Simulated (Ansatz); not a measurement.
# KI (Fm-3m) in Ansatz: notebook

The runs below take KI through band structure, single point, equation of state, with PBE0, HSE06.

All numbers are computed with Ansatz 0.2.0; they aren't measurements. Logs are shortened: lines on timing, memory, paths and dates and some standing lists are left out, and cuts for length are marked.

**The experiment to reproduce.**

A printed reference work, monograph reports, for a bulk crystal of KI: band gap 6.32 eV.

The results are compared with them further down.

**1. The crystal as given**

The structure is cubic, space group Fm-3m (No. 225). The conventional cell has a = 7.066 Å, b = 7.066 Å, c = 7.066 Å, α = 90.00°, β = 90.00°, γ = 90.00°. Around I (site symmetry m-3m) lie 6 K at 3.53 Å. Around K (site symmetry m-3m) lie 6 I at 3.53 Å.

**2. Band structure, PBE0**

input reads:

```
crystal:
  lattice:
    - [0.0, 3.532775, 3.532775]
    - [3.532775, 0.0, 3.532775]
    - [3.532775, 3.532775, 0.0]
  atoms:
    - { symbol: I, position: [0.5, 0.5, 0.5] }
    - { symbol: K, position: [0.0, 0.0, 0.0] }
hamiltonian:
  xc: pbe0
  pseudopotentials: { kind: paw }
kpoints:
  mp_grid: { grid: [4, 4, 4] }
  band_path:
    path:
      - [[0.0, 0.0, 0.0], [0.5, 0.0, 0.5], [0.5, 0.25, 0.75], [0.375, 0.375, 0.75], [0.0, 0.0, 0.0], [0.5, 0.5, 0.5], [0.625, 0.25, 0.625], [0.5, 0.25, 0.75], [0.5, 0.5, 0.5], [0.375, 0.375, 0.75]]
      - [[0.625, 0.25, 0.625], [0.5, 0.0, 0.5]]
    npoints: 4
scf:
  occupations: { method: fermi_dirac, width: 0.05 }
  n_extra_bands: 6
output:
  forces: true
  stress: true
  eigenvalues: true
  fatbands: false
```

Potentials or basis: Ansatz PAW.

What it wrote:

```text
Warning: output.stress: scf.convergence.dr2_threshold = 1e-7 eV (the SCF's general default) is looser than the 2e-10 eV advised for a printed stress (1e-10 eV for each atom of the cell: 2). What an SCF threshold leaves in a stress goes as its square root, and in the free energy as the threshold itself, and one threshold admits the most on a small cell: of the crystals measured, under no hybrid functional and no lock of the moments, on runs that ended without the residual-converged pass, on stresses that held no estimate of that error, the worst erred by over 100 MPa in a component at 1e-7 eV an atom and by under 5 at 1e-10. Set scf.convergence.dr2_threshold to 2e-10 eV or tighter. The threshold is an SCF's pass mark: one that does not reach it within its budget of iterations ends unconverged, or closes short of it on a stop that the run arms, and scf.convergence.dr2_threshold's page says what that costs each kind of run
Warning: output.stress: scf.exx.energy_threshold = 1e-6 eV is looser than the 2e-8 eV advised for a stress under a hybrid functional (1e-8 eV for each atom of the cell: 2). Every SCF of the exchange loop can meet its threshold on dr2 while the loop round them stops early: no threshold on dr2 bounds what that leaves in the stress. Set scf.exx.energy_threshold to 2e-8 eV or tighter. The threshold is the loop's pass mark: a loop that does not reach it within its budget of cycles ends unconverged, and scf.exx.energy_threshold's page has the law
scf.n_extra_bands = 6 over 13 filled bands (N_el = 26.0): the run solves 19 bands
GPUs: using 1 of 1 available (devices: 1).
Engine: ansatz 0.2.0, x86_64-unknown-linux-gnu
Pseudopotentials: kind: paw
Pseudopotential: I, paw, valence charge 17, recommended cutoff 420 eV (normal), I.paw.azcp
Pseudopotential: K, paw, valence charge 9, recommended cutoff 420 eV (normal), K.paw.azcp
Functional definition: PBE0
  parameter a = 0.25
  parameter kappa = 0.804
  parameter beta = 0.06672455060314922
  exchange = (1 - a)*pbe_x(kappa = kappa, mu = beta*pi^2/3) + a*exact_x
  correlation = pbe_c(beta = beta)
device memory: the entry about to start is reckoned to put 0.9 GiB on a device that reports 70.4 GiB free (of which the cap on the GPU budget leaves the run 18.0 GiB)
GPU FFT provider: cuFFT
GPU libraries: cuBLAS 13.8.2, cuFFT 12.4.0, cuSOLVER 12.3.4
Crystal: 2 atoms, lattice volume = 88.182 Å³
Basis set: ecut = 420 eV, 1759 PW (Γ), exchange–correlation on 72×72×72 points (8 copies of the dense FFT grid, shifted against one another)
Bands: 19, of which v1, the nominal top of the filled ones, is band 13 counted from 1 (12 counted from 0)
Symmetry: 48 space group operations
Space group: Fm-3m (ITA 225), of the structure as read, at distance tolerance 4.5e-5 Å
k-points: 8 of 64
Non-local potential: I, projectors of the file, l = 0: 2, l = 1: 2, l = 2: 2, l = 3: 2
Non-local potential: K, projectors of the file, l = 0: 3, l = 1: 2, l = 2: 2
PAW form: soft (Blöchl's): semilocal exchange-correlation on the pseudo side does not see the compensation charge
PAW frozen core: I, regenerated for the run's functional, and the local potential with it (the file was generated under x = pbe(κ = 0.804, μ = 0.2195149727645171), c = pbe(β = 0.06672455060314922))
PAW frozen core: K, regenerated for the run's functional, and the local potential with it (the file was generated under x = pbe(κ = 0.804, μ = 0.2195149727645171), c = pbe(β = 0.06672455060314922))
PAW one-centre angular grid: I, 590 points (default); XC on 64 Gauss nodes
PAW one-centre angular grid: K, 110 points (default); XC on 64 Gauss nodes
Initial density: superposition of atomic densities (neutral atoms: chi_scale 0, normalization atom), corrected by the library's trained network
Initial wavefunctions: pseudopotential atomic-orbital guess
GPU buffer pool allocated for 46656 grid points (all kernels)
GPU transforms: local potential and band sums: pruned to the plane-wave sphere, on 36×36×36
Functional: x = pbe(κ = 0.804, μ = 0.2195149727645171), c = pbe(β = 0.06672455060314922), warm-up for x = 0.75 pbe(κ = 0.804, μ = 0.2195149727645171) + 0.25 exact, c = pbe(β = 0.06672455060314922)
SCF iter   1: F=—  HF=-9053.688849 eV  |F-HF|=—  |Δ(HF+E_count)|=         —  Δρ=3.86e-4  dr2=1.50e-4  ethr=1.77e-3  ⟨swp⟩=2.6  Hψ=1124  notcnv=0
preconditioner: auto → none  [insulator: Δε(μ)=3.959 eV  Ē_g=14.337 eV  σ=0.050 eV  W_gap=1.00  n_scr=14 (ndim 8)  ℏωp=14.8 eV  f_vac=0.139  D(μ)=0.00/eV (n_scr^D=0)]
iter 2 solved again at ethr=1.64e-8 eV; its pass at ethr=5.77e-7 eV (dr2=4.28e-6 eV) is discarded
SCF iter   2: F=-9053.688913 eV  HF=-9053.688887 eV  |F-HF|=2.69e-5  |Δ(HF+E_count)|=   3.72e-5  Δρ=8.88e-5  dr2=4.34e-6  ethr=1.64e-8  ⟨swp⟩=3.0  Hψ=736  notcnv=0  defer=1
SCF 1 stopped early in 2 iterations: F = -9053.688913 eV  dr2 = 4.34e-6
device memory: the entry about to start is reckoned to put 1.4 GiB on a device that reports 70.3 GiB free (of which the cap on the GPU budget leaves the run 18.0 GiB)
GPU FFT provider: cuFFT
GPU libraries: cuBLAS 13.8.2, cuFFT 12.4.0, cuSOLVER 12.3.4
Initial density: handed on by an earlier stage of this run
Initial wavefunctions: those handed on with the density
GPU buffer pool allocated for 46656 grid points (all kernels)
GPU transforms: local potential and band sums: pruned to the plane-wave sphere, on 36×36×36
Functional: x = 0.75 pbe(κ = 0.804, μ = 0.2195149727645171) + 0.25 exact, c = pbe(β = 0.06672455060314922)
Exchange kernel: α = 0.2500, full range, Wigner–Seitz truncation, v(0) = 10988.8119 eV·Å³, q-mesh 4×4×4, nearest image of the exchange supercell L = 19.98 Å, pair-density grid 18×18×18, without the augmentation charges, whose exchange is taken in its separable form by FFT convolution over the k-point mesh (sized by the pseudopotential files, 30×30×30 at the most), smooth part of the exact exchange by density-matrix convolution in up to 2.09 GiB of GPU memory as planned if the GPU has room (build and FFT work areas not counted)
Frozen-core exchange: fock
SCF iter   1: F=—  HF=-9058.770991 eV  |F-HF|=—  |Δ(HF+E_count)|=         —  Δρ=1.58e-3  dr2=1.70e-3  ethr=1.67e-7  ⟨swp⟩=10.9  Hψ=878  notcnv=0
preconditioner: auto → none  [insulator: Δε(μ)=5.629 eV  Ē_g=16.844 eV  σ=0.050 eV  W_gap=1.00  n_scr=14 (ndim 8)  ℏωp=14.8 eV  f_vac=0.137  D(μ)=0.00/eV (n_scr^D=0)]
SCF iter   2: F=—  HF=-9058.770797 eV  |F-HF|=—  |Δ(HF+E_count)|=   1.94e-4  Δρ=7.16e-4  dr2=4.21e-4  ethr=1.67e-7  ⟨swp⟩=3.9  Hψ=340  notcnv=0
SCF iter   3: F=—  HF=-9058.770837 eV  |F-HF|=—  |Δ(HF+E_count)|=   4.00e-5  Δρ=9.81e-5  dr2=3.39e-4  ethr=1.67e-7  ⟨swp⟩=3.0  Hψ=333  notcnv=0
SCF iter   4: F=—  HF=-9058.773808 eV  |F-HF|=—  |Δ(HF+E_count)|=   2.97e-3  Δρ=1.84e-4  dr2=3.52e-5  ethr=3.55e-8  ⟨swp⟩=5.0  Hψ=634  notcnv=0
SCF iter   5: F=—  HF=-9058.773808 eV  |F-HF|=—  |Δ(HF+E_count)|=   4.82e-7  Δρ=5.25e-5  dr2=6.79e-6  ethr=3.55e-8  ⟨swp⟩=3.0  Hψ=288  notcnv=0
SCF iter   6: F=-9058.773857 eV  HF=-9058.773857 eV  |F-HF|=2.09e-7  |Δ(HF+E_count)|=   4.92e-5  Δρ=3.08e-5  dr2=1.04e-6  ethr=3.57e-9  ⟨swp⟩=4.9  Hψ=522  notcnv=0
SCF 2 stopped early in 6 iterations: F = -9058.773857 eV  dr2 = 1.04e-6
hybrid outer 1: dexx = +3.432e-3 eV, tail = 9.29e-6 eV
GPU FFT provider: cuFFT
GPU libraries: cuBLAS 13.8.2, cuFFT 12.4.0, cuSOLVER 12.3.4
GPU buffer pool allocated for 46656 grid points (all kernels)
GPU transforms: local potential and band sums: pruned to the plane-wave sphere, on 36×36×36
Exchange kernel: α = 0.2500, full range, Wigner–Seitz truncation, v(0) = 10988.8119 eV·Å³, q-mesh 4×4×4, nearest image of the exchange supercell L = 19.98 Å, pair-density grid 18×18×18, without the augmentation charges, whose exchange is taken in its separable form by FFT convolution over the k-point mesh (sized by the pseudopotential files, 30×30×30 at the most), smooth part of the exact exchange by density-matrix convolution in up to 2.09 GiB of GPU memory as planned if the GPU has room (build and FFT work areas not counted)
Frozen-core exchange: fock
SCF iter   1: F=—  HF=-9058.773872 eV  |F-HF|=—  |Δ(HF+E_count)|=         —  Δρ=3.40e-5  dr2=7.79e-7  ethr=1.79e-7  ⟨swp⟩=5.4  Hψ=415  notcnv=0
preconditioner: auto → none  [insulator: Δε(μ)=5.656 eV  Ē_g=16.854 eV  σ=0.050 eV  W_gap=1.00  n_scr=14 (ndim 8)  ℏωp=14.8 eV  f_vac=0.143  D(μ)=0.00/eV (n_scr^D=0)]
SCF iter   2: F=—  HF=-9058.773872 eV  |F-HF|=—  |Δ(HF+E_count)|=   2.78e-7  Δρ=1.43e-5  dr2=4.93e-8  ethr=2.60e-9  ⟨swp⟩=3.0  Hψ=291  notcnv=0
SCF iter   3: F=-9058.773872 eV  HF=-9058.773872 eV  |F-HF|=2.17e-9  |Δ(HF+E_count)|=   1.02e-8  Δρ=1.59e-6  dr2=7.81e-9  ethr=1.66e-10  ⟨swp⟩=3.4  Hψ=355  notcnv=0
SCF 3 converged in 3 iterations: F = -9058.773872 eV  dr2 = 7.81e-9
  Residual-converged pass: ⟨swp⟩=3.0  Hψ=312  notcnv=0  max |occ|·‖R‖ = 2.4e-6 eV (tolerance 2.4e-6 eV)  dr2=7.82e-9  dr2_onsite=3.05e-10  max |Δocc| = 0.0e0
hybrid outer 2: dexx = +9.616e-8 eV, tail = 2.05e-8 eV, Δε = 2.97e-3 eV (about 1.82e-4 eV left of the loop's levels)
device memory: the entry about to start is reckoned to put 0.5 GiB on a device that reports 66.6 GiB free (of which the cap on the GPU budget leaves the run 18.0 GiB)
NSCF: frozen V_eff on 42 k-points, pencils in batches of 32, up to order 84
hybrid SCF converged: 2 outer / 9 inner (+2 warm-up), last move |dexx| = 9.62e-8 eV, tail = 2.05e-8 eV
Stability not checked: this state was not tested for a lower state beside it, because the functional holds exact exchange (a hybrid, or Hartree-Fock), whose exchange loop this test does not read (fock_operator; see scf.lower_state_search)
Free energy (F): -9058.773872 eV
Frozen-core exchange: fock
Harris-Foulkes:  -9058.773872 eV  (|F-HF|=2.17e-9)
Internal energy: -9058.773872 eV  (E = F + TS)
E sigma→0 (E₀):  -9058.773872 eV
Fermi energy:    4.035405 eV
--- Per-component energies (eV) ---
  E_band       = -586.038643
  E_kinetic    = 442.976573
  E_local      = -2829.479718  (includes V_loc(G=0)·N_el)
  E_nonlocal   = -77.644947
  E_hartree    = 1341.717392
  E_xc         = -202.968665
  E_vxc        = -226.434997  (∫ρ·V_xc dr)
  E_exx        = -85.116314  (= α·E_x^exact, valence–valence)
  E_paw        = -5579.342912  (= ΣΔE_a)
  E_vpaw       = -408.660072  (= ΣTr[D̂ρ^β])
  E_aug_tail   = -0.000005  (compensation charges beyond the density's cutoff)
  E_ewald      = -2068.432357
  E_core_change = -0.482921  (= ΣΔE_core)
  E_smearing   = -0.000000  (= −TS)
  E_closure    = 0.000001  (closes the sum)
  Σ components = -9058.773872   (vs F -9058.773872, Δ=1.82e-12)
--- Forces (eV/Å), atoms counted from 1 ---
  atom   1  I      0.00000000     0.00000000    -0.00000000
  atom   2  K     -0.00000000    -0.00000000    -0.00000000
  max |Σ_I F_I| component: 4.93e-30 eV/Å
--- Stress (GPa, compression-positive) ---
        0.382527      -0.000000      -0.000000
       -0.000000       0.382527      -0.000000
        0.000000       0.000000       0.382527
  P = ⅓ Tr σ = 0.3825 GPa (3.825 kbar)
--- Band table (eV; the first three rows and the last of 8) ---
  k-point 0: bands = ["-43.8901", "-43.8901", "-43.8870", "-43.8870", "-43.8870", "-29.6830", "-11.8061", "-11.8061", "-11.8061", "-10.2461", "1.1761", "1.1761", "1.1761", "6.8316", "9.5500", "9.5500", "9.5500", "10.4061", "10.4061"]
  k-point 1: bands = ["-43.8901", "-43.8901", "-43.8870", "-43.8870", "-43.8870", "-29.6819", "-11.8952", "-11.8067", "-11.8067", "-10.0802", "0.3662", "0.9880", "0.9880", "7.9490", "9.5686", "10.1956", "10.1956", "11.1240", "11.1240"]
  k-point 2: bands = ["-43.8900", "-43.8900", "-43.8870", "-43.8870", "-43.8870", "-29.6809", "-11.9716", "-11.8074", "-11.8074", "-9.9232", "-0.2585", "0.8144", "0.8144", "8.3698", "10.8178", "11.1610", "11.1610", "12.0455", "12.0455"]
  k-point 7: bands = ["-43.8901", "-43.8900", "-43.8870", "-43.8870", "-43.8870", "-29.6801", "-11.8625", "-11.8401", "-11.8401", "-10.0091", "0.3751", "0.3751", "0.5295", "9.4337", "9.4337", "9.6691", "11.3658", "12.0940", "13.1432"]
```

It took 27 s on 1 × NVIDIA H100 80GB HBM3 with 2 threads of AMD EPYC 7R13 (Zen 3), shared host; peak memory 1.7 GiB.

What came out:

* Free energy: -9058.7739 eV
* Pressure: 0.4 GPa
* Band gap on the k mesh: 5.66 eV, direct
* Band gap along the path: 5.66 eV, direct

Levels at the corners of the path, in eV from the valence-band top:
| point | band 11 | band 12 | band 13 | band 14 | band 15 | band 16 |
| --- | --- | --- | --- | --- | --- | --- |
| Γ | 0.00 | 0.00 | 0.00 | 5.66 | 8.37 | 8.37 |
| X | -1.10 | -0.41 | -0.41 | 6.64 | 7.56 | 10.24 |
| W | -0.80 | -0.80 | -0.65 | 8.26 | 8.26 | 8.49 |
| K | -0.94 | -0.82 | -0.42 | 7.35 | 8.47 | 9.45 |
| Γ | 0.00 | 0.00 | 0.00 | 5.66 | 8.37 | 8.37 |
| L | -1.43 | -0.36 | -0.36 | 7.19 | 9.64 | 9.98 |
| U | -0.94 | -0.82 | -0.42 | 7.35 | 8.47 | 9.45 |
| W | -0.80 | -0.80 | -0.65 | 8.26 | 8.26 | 8.49 |
| L | -1.43 | -0.36 | -0.36 | 7.19 | 9.64 | 9.98 |
| K | -0.94 | -0.82 | -0.42 | 7.35 | 8.47 | 9.45 |
| U | -0.94 | -0.82 | -0.42 | 7.35 | 8.47 | 9.45 |
| X | -1.10 | -0.41 | -0.41 | 6.64 | 7.56 | 10.24 |

Caveat: spin-orbit coupling is left out, which moves the levels of the heavy elements; the PAW data sets come from PBE, with cores solved anew for the run's functional, which leaves a small shift of forces and pressure; the thresholds are loose for stress.

(Part 1 of 2 ends here.)
